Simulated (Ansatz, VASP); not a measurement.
## Two plane-wave programs on Al2Co

```
Al Co
1.0
     0.00000    2.80508    2.80508
     2.80508    0.00000    2.80508
     2.80508    2.80508    0.00000
Al Co
2 1
Direct
  0.75000 0.75000 0.75000
  0.50000 0.50000 0.50000
  0.25000 0.25000 0.25000
```

Alike in both runs: task single point; functional PBE; k mesh 6 × 6 × 6; occupations gaussian, width 0.1 eV; collinear spin.

|  | VASP | Ansatz |
| --- | --- | --- |
| version | VASP 6.6.1 | Ansatz 0.2.0 |
| potentials or method | VASP PAW PBE potentials, release 64 (Al, Co) | scalar-relativistic, plane waves, PAW |
| plane-wave cutoff (eV) | 520 | 420 |
| valence electrons in the cell | 15 | 23 |

|  | VASP | Ansatz | Ansatz less VASP |
| --- | --- | --- | --- |
| gap on the k mesh at the Fermi level (eV) | none | none | - |
| pressure (GPa) | 8.0 | 8.1 | +0.08 |
| net moment per atom (μB) | 0.03 | 0.04 | +0.004 |
| size of the moment on the site where the two differ most (μB) | 0.09 | 0.10 | +0.010 |

Site moments also hang on the region over which each program counts them. A gap of «none» marks a metal or a gap that the smearing closes. The two sets of potentials don't hold the same shells in valence. Ansatz warned: «seeded_moment_not_kept».
